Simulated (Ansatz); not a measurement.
Input of an Ansatz 0.2.0 run:

File input.yaml:

```yaml
crystal:
  lattice:
    - [3.9975858431, 0.0, 0.0]
    - [-1.9987929216, 3.462010894, 0.0]
    - [0.0, 0.0, 6.59937795]
  atoms:
    - { symbol: Ge, position: [0.3333333333, 0.6666666667, 0.93709875] }
    - { symbol: Ge, position: [0.6666666667, 0.3333333333, 0.43709875] }
    - { symbol: Ge, position: [0.3333333333, 0.6666666667, 0.56290125] }
    - { symbol: Ge, position: [0.6666666667, 0.3333333333, 0.06290125] }
kpoints:
  mp_grid: { grid: [8, 8, 4] }
scf:
  occupations: { method: fermi_dirac, width: 0.05 }
hamiltonian:
  xc: pbe
  pseudopotentials: { kind: all_electron, datasets: crystal }
output:
  forces: true
  stress: true
  eigenvalues: true
  dos: { projected: false, de: 0.1, e_range: [-14, 6] }
  elf: true
  volumetric_format: npy
```

Potentials or basis: all-electron PAW datasets made for the crystal.

The run is started by

```bash
$ ansatz run input.yaml --threads 2 --pin off --max-ram 6144MiB --backend cpu --events-out ev --progress --plain --runs-dir out
```

Task: What does it give for the largest force?

Result: 0.014 eV/Å.

Task: Estimate the band gap on the k mesh.

Result: 0.12 eV, direct.

Task: Estimate the pressure.

Result: 2.9 GPa.

Forces on the atoms (eV/Å):
```
Ge   0.000  0.000 -0.014
Ge   0.000  0.000 -0.014
Ge   0.000  0.000  0.014
Ge   0.000  0.000  0.014
```

Caveat: the program warned that the printed levels may be off, so bands, gaps and densities of states are rough. A k mesh can miss the band edges.
